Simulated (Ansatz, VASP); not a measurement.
Ti: VASP beside Ansatz

```
CELL_PARAMETERS angstrom
2.87118 0.00000 0.00000
-1.43559 2.48651 0.00000
0.00000 0.00000 4.54455
ATOMIC_POSITIONS crystal
Ti 0.33333 0.66667 0.25000
Ti 0.66667 0.33333 0.75000
```

Alike in both runs: functional PBEsol; k mesh 18 × 18 × 10; occupations gaussian, width 0.1 eV; no spin polarisation.

Ansatz relaxed the structure, and its values are those at the end. VASP's run is a single point on that final structure, the one shown.

|  | VASP | Ansatz |
| --- | --- | --- |
| version | VASP 6.6.1 | Ansatz 0.2.0 |
| potentials or method | VASP PAW PBE potentials, release 64 (Ti_sv) | scalar-relativistic, plane waves, PAW |
| plane-wave cutoff (eV) | 520 | 420 |
| valence electrons in the cell | 24 | 24 |

|  | VASP | Ansatz | Ansatz less VASP |
| --- | --- | --- | --- |
| gap on the k mesh at the Fermi level (eV) | none | none | - |
| pressure (GPa) | 3.4 | 3.9 | +0.42 |

A gap of «none» marks a metal or a gap that the smearing closes.

Caveats: the PAW data sets were made with another functional, which shifts forces and pressure a little (VASP).
